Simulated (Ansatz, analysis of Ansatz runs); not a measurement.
**S_Cl under the (111) surface of SrCl2: energy against depth**

How does the energy of S_Cl change with depth under the (111) face of SrCl2? Model: a cell of 36 host atoms with 1 Cl taken out and 1 S put in, a symmetric slab with vacuum.

Calculated with Ansatz 0.2.0; plane-wave PAW DFT, PBEsol and LDA; a slab with vacuum, neutral defects.

Most raw output is cut from this account.

## (1) The structure

The cell holds 36 atoms: 12 Sr, 23 Cl and 1 S. Its edges and angles: a = 9.899 Å, b = 9.899 Å, c = 23.000 Å, α = 90.0°, β = 90.0°, γ = 60.0°. It derives from SrCl2 (space group Fm-3m), repeated 2×2×1. Vacuum lies along c. Nearest the centre at fractional (0.333, 0.332, 0.715): S6 at 0.00 Å, Sr19 at 3.04 Å, Sr10 at 3.04 Å, Sr28 at 3.04 Å, Cl26 at 3.48 Å, Cl17 at 3.48 Å, Cl8 at 3.48 Å, Cl23 at 4.90 Å.

As a file:

```xyz
36
Lattice="9.8988 0.0000 0.0000 4.9494 8.5726 0.0000 0.0000 0.0000 23.0000" Properties=species:S:1:pos:R:3
Sr   -0.0082   -0.0078   15.3973
Sr    4.9406    2.8500    7.6025
Sr    2.4660    1.4211   11.4997
Cl    2.4654    1.4210    8.5505
Cl   -0.0087   -0.0081   12.4647
S     4.9410    2.8494   16.4423
Cl    4.9405    2.8496   10.5347
Cl    2.4659    1.4208   14.4488
Cl   -0.0090   -0.0076    6.5563
Sr    2.4664    4.2784   15.3974
Sr    7.4150    7.1363    7.6024
Sr    4.9409    5.7072   11.5000
Cl    4.9407    5.7078    8.5510
Cl    2.4665    4.2787   12.4651
Cl    7.4161    7.1360   16.4429
Cl    7.4158    7.1361   10.5348
Cl    4.9413    5.7074   14.4494
Cl    2.4661    4.2789    6.5574
Sr    4.9408   -0.0080   15.3973
Sr    9.8899    2.8499    7.6024
Sr    7.4153    1.4208   11.5000
Cl    7.4157    1.4212    8.5510
Cl    4.9409   -0.0077   12.4651
Cl    9.8907    2.8498   16.4431
Cl    9.8902    2.8501   10.5350
Cl    7.4161    1.4208   14.4492
Cl    4.9407   -0.0072    6.5574
Sr    7.4159    4.2783   15.3972
Sr   12.3647    7.1364    7.6024
Sr    9.8901    5.7072   11.4996
Cl    9.8897    5.7074    8.5502
Cl    7.4152    4.2782   12.4648
Cl   12.3648    7.1357   16.4426
Cl   12.3644    7.1358   10.5346
Cl    9.8902    5.7069   14.4486
Cl    7.4149    4.2785    6.5570
```

The cell's shortest repeat is 9.9 Å.

## (2) The clean slab

The slab is cut stoichiometric, symmetric and without a dipole, at the in-plane lattice of the database's bulk structure, and all its atoms relax. Miller indices refer to pymatgen's conventional standard cell, whose axes can be ordered otherwise than in the space-group symbol.

Contents of slab/input.yaml:

```yaml
crystal:
  lattice:
    - [4.94939, 0.0, 0.0]
    - [2.474695, 4.286298, 0.0]
    - [0.0, 0.0, 23.0]
  atoms:
    - { symbol: Sr, position: [0.0, 0.0, 0.6757026] }
    - { symbol: Sr, position: [0.6666667, 0.6666667, 0.3242974] }
    - { symbol: Sr, position: [0.3333333, 0.3333333, 0.5] }
    - { symbol: Cl, position: [0.3333333, 0.3333333, 0.368223] }
    - { symbol: Cl, position: [0.0, 0.0, 0.5439257] }
    - { symbol: Cl, position: [0.6666667, 0.6666667, 0.7196283] }
    - { symbol: Cl, position: [0.6666667, 0.6666667, 0.4560743] }
    - { symbol: Cl, position: [0.3333333, 0.3333333, 0.631777] }
    - { symbol: Cl, position: [0.0, 0.0, 0.2803717] }
basis:
  ecutwfc: 420
  xc_grid: 2
hamiltonian:
  xc: pbesol
kpoints:
  mp_grid: { grid: [2, 2, 1] }
scf:
  occupations: { method: fermi_dirac, width: 0.01 }
  max_iter: 80
relax:
  f_tol: 0.01
  max_steps: 100
  random_displacement: { amplitude: 0.03, seed: 5694 }
output:
  forces: true
  eigenvalues: true
```

Command:

```bash
> ansatz run input.yaml --threads 4 --pin off --max-ram 15073MiB --backend cpu --events-out ev --progress --plain --runs-dir out
```

Run time: 6.8 s. Hardware: 4 threads of Arm Neoverse V1, shared host; peak memory 0.74 GiB; 24 s of CPU time.

The steps of the relaxation:

| step | energy less that of the first step (eV) | largest force component (eV/Å) |
| --- | --- | --- |
| 1 | 0.0000 | 0.4205 |
| 2 | -0.0466 | 0.2530 |
| 3 | -0.0583 | 0.0320 |
| 4 | -0.0588 | 0.0013 |

The atoms that moved most (Å, from the sites as typed, ahead of the random displacement, the mean shift of all atoms taken out):

| atom | dx | dy | dz | length |
| --- | --- | --- | --- | --- |
| Sr1 | 0.000 | -0.001 | -0.144 | 0.144 |
| Sr2 | -0.001 | 0.001 | 0.144 | 0.144 |
| Cl9 | -0.001 | 0.001 | 0.109 | 0.109 |
| Cl6 | 0.000 | -0.001 | -0.109 | 0.109 |
| Cl8 | 0.000 | -0.001 | -0.082 | 0.082 |
| Cl4 | 0.000 | 0.001 | 0.082 | 0.082 |
| Cl5 | 0.000 | 0.000 | -0.046 | 0.046 |
| Cl7 | 0.000 | 0.000 | 0.046 | 0.046 |

With the common shift taken out, atoms move by up to 0.14 Å from the bulk-cut sites, and by up to 0.14 Å along the normal.

On a dense mesh the slab's energy differs by 5 meV an atom, so the sampling is kept; the layers are compared at one sampling, where most of this error should cancel, which was not tested.

## (3) Does the supercell reconstruct?

The clean supercell is relaxed from displaced atoms, since a reconstruction that only the larger cell allows would otherwise be counted to the defect.

Contents of pristine.relax/input.yaml:

```yaml
crystal:
  lattice:
    - [9.89878, 0.0, 0.0]
    - [4.94939, 8.572596, 0.0]
    - [0.0, 0.0, 23.0]
  atoms:
    - { symbol: Sr, position: [-0.00035738, -0.00101756, 0.66942881] }
    - { symbol: Sr, position: [0.33279689, 0.33249153, 0.33055631] }
    - { symbol: Sr, position: [0.16631173, 0.16578342, 0.49999201] }
    - { symbol: Cl, position: [0.16616595, 0.16582996, 0.37176295] }
[... 26 atom lines left out ...]
    - { symbol: Cl, position: [0.66616595, 0.66582996, 0.37176295] }
    - { symbol: Cl, position: [0.49962616, 0.49909297, 0.54193191] }
    - { symbol: Cl, position: [0.83301323, 0.83231243, 0.71488971] }
    - { symbol: Cl, position: [0.83292521, 0.83246342, 0.45805437] }
    - { symbol: Cl, position: [0.66630768, 0.66568775, 0.62821906] }
    - { symbol: Cl, position: [0.4994751, 0.49918483, 0.28510826] }
basis:
  ecutwfc: 420
  xc_grid: 2
hamiltonian:
  xc: pbesol
kpoints:
  mp_grid: { grid: [1, 1, 1] }
scf:
  occupations: { method: fermi_dirac, width: 0.01 }
  max_iter: 80
output:
  forces: true
relax:
  f_tol: 0.015
  max_steps: 80
  random_displacement: { amplitude: 0.05, seed: 5703 }
```

It took 23 s on 4 threads; peak memory 1.5 GiB.

Atoms end at most 0.00 Å from the small cell's positions, so the small cell's structure is at least a local minimum.

## (4) The defect, layer by layer

Each layer's defect is relaxed from random displacements. Layer 1 is shown in full.

Contents of layer1_M1.relax/input.yaml:

```yaml
crystal:
  lattice:
    - [9.89878, 0.0, 0.0]
    - [4.94939, 8.572596, 0.0]
    - [0.0, 0.0, 23.0]
  atoms:
    - { symbol: Sr, position: [-0.0003665, -0.00091493, 0.66944933] }
    - { symbol: Sr, position: [0.33289096, 0.3324521, 0.33054189] }
    - { symbol: Sr, position: [0.16624153, 0.16576866, 0.49998872] }
    - { symbol: Cl, position: [0.16618192, 0.16576136, 0.37176292] }
    - { symbol: Cl, position: [-0.0004078, -0.00094204, 0.54194148] }
    - { symbol: S, position: [0.33296257, 0.33238183, 0.71488079] }
    - { symbol: Cl, position: [0.33290287, 0.3324046, 0.45802831] }
    - { symbol: Cl, position: [0.16624214, 0.16574258, 0.62820963] }
[... 24 atom lines left out ...]
    - { symbol: Cl, position: [0.83293433, 0.83238414, 0.71489431] }
    - { symbol: Cl, position: [0.83288731, 0.8324014, 0.45802792] }
    - { symbol: Cl, position: [0.66627506, 0.66570925, 0.62820149] }
    - { symbol: Cl, position: [0.49952282, 0.49908907, 0.28508745] }
basis:
  ecutwfc: 420
  xc_grid: 2
hamiltonian:
  xc: pbesol
kpoints:
  mp_grid: { grid: [1, 1, 1] }
magnetization:
  spin_polarized: true
  initial_magnetization: 1
  spin_locking: { lock_magnetization: hard }
scf:
  occupations: { method: fermi_dirac, width: 0.01 }
  max_iter: 80
output:
  forces: true
relax:
  f_tol: 0.03
  max_steps: 90
  random_displacement: { amplitude: 0.05, seed: 5695 }
```

Wall time 53 s (4 threads); peak memory 2.4 GiB.

Relaxation path:

| step | energy less that of the first step (eV) | largest force component (eV/Å) |
| --- | --- | --- |
| 1 | 0.0000 | 0.3239 |
| 2 | -0.1310 | 0.1149 |
| 3 | -0.1539 | 0.0182 |

The atoms that moved most (Å, from the sites as typed, ahead of the random displacement, the mean shift of all atoms taken out):

| atom | dx | dy | dz | length |
| --- | --- | --- | --- | --- |
| Sr19 | -0.002 | -0.037 | 0.018 | 0.042 |
| Sr28 | 0.030 | 0.020 | 0.020 | 0.041 |
| Cl26 | -0.034 | 0.021 | -0.006 | 0.040 |
| S6 | -0.001 | -0.001 | 0.040 | 0.040 |
| Sr10 | -0.030 | 0.016 | 0.018 | 0.039 |
| Cl8 | 0.033 | 0.017 | -0.007 | 0.037 |
| Cl17 | 0.002 | -0.036 | -0.005 | 0.037 |
| Cl24 | 0.001 | -0.018 | 0.004 | 0.018 |

The relaxed structure:

```xyz
36
Lattice="9.8988 0.0000 0.0000 4.9494 8.5726 0.0000 0.0000 0.0000 23.0000" Properties=species:S:1:pos:R:3
Sr   -0.0066   -0.0003   15.3943
Sr    4.9412    2.8554    7.5953
Sr    2.4736    1.4292   11.4916
Cl    2.4711    1.4300    8.5405
Cl   -0.0069   -0.0020   12.4787
S     4.9424    2.8548   16.4785
Cl    4.9426    2.8550   10.5296
Cl    2.5004    1.4437   14.4376
Cl   -0.0069   -0.0012    6.5512
Sr    2.4381    4.3007   15.4111
Sr    7.4158    7.1422    7.5968
Sr    4.9421    5.7094   11.4940
Cl    4.9413    5.7089    8.5428
Cl    2.4608    4.2885   12.4573
Cl    7.4060    7.1500   16.4487
Cl    7.4105    7.1457   10.5221
Cl    4.9449    5.6773   14.4406
Cl    2.4660    4.2866    6.5432
Sr    4.9407   -0.0390   15.4117
Sr    9.8911    2.8553    7.5961
Sr    7.4139    1.4314   11.4941
Cl    7.4129    1.4315    8.5401
Cl    4.9418   -0.0136   12.4594
Cl    9.8937    2.8383   16.4433
Cl    9.8921    2.8475   10.5230
Cl    7.3841    1.4478   14.4391
Cl    4.9424   -0.0036    6.5467
Sr    7.4481    4.3043   15.4133
Sr   12.3681    7.1437    7.5970
Sr    9.8934    5.7123   11.4818
Cl    9.8917    5.7128    8.5433
Cl    7.4266    4.2924   12.4589
Cl   12.3807    7.1491   16.4411
Cl   12.3736    7.1479   10.5228
Cl    9.8938    5.7110   14.4406
Cl    7.4165    4.2876    6.5463
```

Neighbours of S6 at the end:

| atom | distance (Å) |
| --- | --- |
| Sr10 | 3.082 |
| Sr19 | 3.084 |
| Sr28 | 3.084 |
| Cl26 | 3.479 |
| Cl17 | 3.481 |
| Cl8 | 3.481 |
| Cl23 | 4.938 |
| Cl14 | 4.938 |
| Cl32 | 4.939 |
| Cl15 | 4.947 |
| Cl24 | 4.948 |
| Cl33 | 4.949 |

All relaxations:

| layer | depth (Å) | moment (μB) | outcome | structures computed | largest displacement from the input (Å) | time |
| --- | --- | --- | --- | --- | --- | --- |
| 1 | 0.00 | 1 | converged | 3 | 0.04 | 53 s |
| 2 | 1.99 | 1 | converged | 9 | 0.50 | 2.7 min |
| 3 | 3.98 | 1 | converged | 9 | 0.37 | 2.8 min |

The relaxation ends 4.3 meV an atom lower than the displaced start, with a largest force component of 0.018 eV/Å.

## (5) Energies and states

Single points on the relaxed structures give the energies, all at one sampling, and show where the defect's states lie.

Contents of layer2_M1.point.pbesol/input.yaml:

```yaml
crystal:
  lattice:
    - [9.89878, 0.0, 0.0]
    - [4.94939, 8.572596, 0.0]
    - [0.0, 0.0, 23.0]
  atoms:
    - { symbol: Sr, position: [-0.02010499, 0.0010338, 0.66668709] }
    - { symbol: Sr, position: [0.33556887, 0.33674962, 0.33052992] }
[... 7 atom lines left out ...]
    - { symbol: Sr, position: [-0.00040045, 0.49939937, 0.67519663] }
[... 1 atom line left out ...]
    - { symbol: Sr, position: [0.17328897, 0.67288886, 0.50126687] }
[... 2 atom lines left out ...]
    - { symbol: Cl, position: [0.30578121, 0.80581831, 0.70680122] }
[... 1 atom line left out ...]
    - { symbol: S, position: [0.16696047, 0.6659495, 0.63104241] }
[... 10 atom lines left out ...]
    - { symbol: Sr, position: [0.50109325, 0.47987025, 0.66658706] }
[... 7 atom lines left out ...]
    - { symbol: Cl, position: [0.50374017, 0.50236396, 0.2849483] }
basis:
  ecutwfc: 420
  xc_grid: 2
hamiltonian:
  xc: pbesol
kpoints:
  mp_grid: { grid: [1, 1, 1] }
magnetization:
  spin_polarized: true
  initial_magnetization: 1
  spin_locking: { lock_magnetization: hard }
scf:
  occupations: { method: fermi_dirac, width: 0.01 }
  max_iter: 100
output:
  forces: true
  eigenvalues: true
  eigenstates: { localisation: true }
  populations: true
  efg: {}
  write_density: true
  write_potential: true
  volumetric_format: npy
checkpoint:
  write: "../layer2_M1.point.pbesol.run"
  compress: false
  write_wavefunctions: false
  write_every: 100000
```

The job ended after 37 s (4 threads; peak memory 2.5 GiB; 2.4 min of CPU time).

States next to the filling edge at the first k-point, on the run's own zero (eigenstates.tsv). The participation number counts the atoms that a state is spread over, of 36; bands count from 0.

| spin | band | energy (eV) | occupation | participation | largest share on | share |
| --- | --- | --- | --- | --- | --- | --- |
| down | 137 | -1.939 | 1.00 | 8.8 | Cl24 | 0.24 |
| down | 138 | -1.880 | 1.00 | 8.3 | Cl18 | 0.23 |
| down | 139 | -1.866 | 1.00 | 6.2 | Cl9 | 0.27 |
| down | 140 | -1.843 | 1.00 | 15.4 | Cl27 | 0.12 |
| down | 141 | -0.968 | 1.00 | 2.0 | S17 | 0.69 |
| down | 142 | -0.931 | 1.00 | 2.0 | S17 | 0.71 |
| down | 143 | -0.090 | 0.00 | 2.2 | S17 | 0.65 |
| down | 144 | 3.359 | 0.00 | 32.6 | Cl18 | 0.04 |
| down | 145 | 3.728 | 0.00 | 25.7 | Sr30 | 0.08 |
| down | 146 | 3.741 | 0.00 | 27.5 | Sr30 | 0.07 |
| down | 147 | 3.743 | 0.00 | 27.8 | Sr21 | 0.08 |
| up | 138 | -1.883 | 1.00 | 8.1 | Cl18 | 0.24 |
| up | 139 | -1.868 | 1.00 | 6.1 | Cl9 | 0.28 |
| up | 140 | -1.849 | 1.00 | 14.7 | Cl27 | 0.13 |
| up | 141 | -1.190 | 1.00 | 2.3 | S17 | 0.65 |
| up | 142 | -1.157 | 1.00 | 2.1 | S17 | 0.67 |
| up | 143 | -1.036 | 1.00 | 2.6 | S17 | 0.56 |
| up | 144 | 3.352 | 0.00 | 32.7 | Cl18 | 0.04 |
| up | 145 | 3.716 | 0.00 | 25.7 | Sr30 | 0.08 |
| up | 146 | 3.728 | 0.00 | 28.1 | Sr21 | 0.08 |
| up | 147 | 3.738 | 0.00 | 27.4 | Sr21 | 0.08 |
| up | 148 | 3.752 | 0.00 | 20.4 | Cl18 | 0.07 |

Under PBEsol, periodic cell with vacuum at the zone centre alone, the highest filled state is spin down, spread over 2 of 36 atoms, and the lowest empty one, 0.84 eV above it, is spin down, spread over 2 of 36 atoms.

Löwdin populations of the atoms near the centre, and their excess over far atoms of the same element, which can also hold differences between inequivalent host sites (the log counts sites from 0):

| atom | distance from the centre (Å) | electrons | excess |
| --- | --- | --- | --- |
| S17 | 0.07 | 6.849 | - |
| Sr12 | 2.92 | 8.367 | 0.031 |
| Cl15 | 3.00 | 7.622 | -0.111 |
| Sr28 | 3.01 | 8.332 | -0.003 |
| Sr1 | 3.01 | 8.332 | -0.003 |
| Sr10 | 3.05 | 8.328 | -0.007 |
| Cl14 | 3.27 | 7.682 | -0.052 |
| Cl5 | 3.58 | 7.713 | -0.020 |

The largest moments in the atoms' spheres: S17 0.59, Cl15 0.16, Cl14 0.06, Sr12 0.00, Cl24 0.00, Sr10 0.00 μB.

Contact couplings A = (2/3) μ0 ge μB gN μN ρs / (2S h), for each element's most abundant magnetic isotope:

| atom | isotope | distance from the centre (Å) | contact spin density (e/Å³) | A (MHz) |
| --- | --- | --- | --- | --- |
| Cl15 | 35Cl | 3.00 | 0.614 | 39.9 |
| Cl14 | 35Cl | 3.27 | 0.295 | 19.2 |
| S17 | 33S | 0.07 | 0.295 | 15.0 |
| Sr12 | 87Sr | 2.92 | 0.0854 | -2.5 |
| Sr10 | 87Sr | 3.05 | 0.0654 | -1.9 |
| Sr19 | 87Sr | 5.73 | 0.0479 | -1.4 |
| Cl25 | 35Cl | 6.83 | 0.0151 | 1.0 |
| Sr1 | 87Sr | 3.01 | -0.0296 | 0.9 |
| Sr28 | 87Sr | 3.01 | -0.0288 | 0.8 |
| Cl5 | 35Cl | 3.58 | -0.0115 | -0.7 |

Spin density in the ca plane at fractional y = 0.666, through the centre, with atoms of Sr and Cl and S within 0.45 Å of it.

Ten even steps from '0' (0.00 e/Å³) to '9' (0.28 e/Å³), each cell a mean:
```
00000000000000000000000000000000000000000000
00000000000000000000000000000000000000000000
00000000000000000000000000000000000000000000
00000000000000000000000000000000000000000000
00000000000000000000000000000000000000000000
00000000000000000000000000000000000000000000
00000000000000000000000000000000000000000000
00000000000000000000000000000000000000000000
00000000000000000000000000000000000000000000
00000000000000000000000000000000000000000000
00000000000000000000000000000000000000000000
00000000000000000000000000000000000000000000
00000000000000000000000000000000000000000000
00000000000000000000000000000000000000000000
00000000000000000000000000000000000000000000
00000000000000000000000000000000000000000000
00000000000000000000001100000000000000000000
00000000000000000000014531000000000000000000
00000000000000000000005962000000000000000000
00000000000000000001221552000000000000000000
00000000000000000002683010000000000000000000
00000000000000000002475100000000000000000000
00000000000000000000122100000000000000000000
00000000000000000000000000000000000000000000
```
Columns run along c (16.0 Å, from fractional 0.28 to 0.98 of the cell), rows up along a (9.9 Å). Atoms in or near the plane, at fractional coordinates: Sr at (0.50, 0.17), Cl at (0.37, 0.17), S at (0.63, 0.17), Sr at (0.50, 0.67), Cl at (0.37, 0.67), Cl at (0.63, 0.66).

(Part 1 of 2 ends here.)

[Logs are printed without paths, hosts, clocks, repeated set-up lines and the standing remarks that a program may print on its own settings, such as how far it seeks lower states.]

[Hosts, paths, dates, database ids (printed as entryN), source tags and the programs' standing remarks are cut or masked in the printed files.]

[Maps of the electrostatic potential energy from Ansatz leave out the sawtooth potential of an applied field or a dipole correction, so their vacuum need not be flat.]
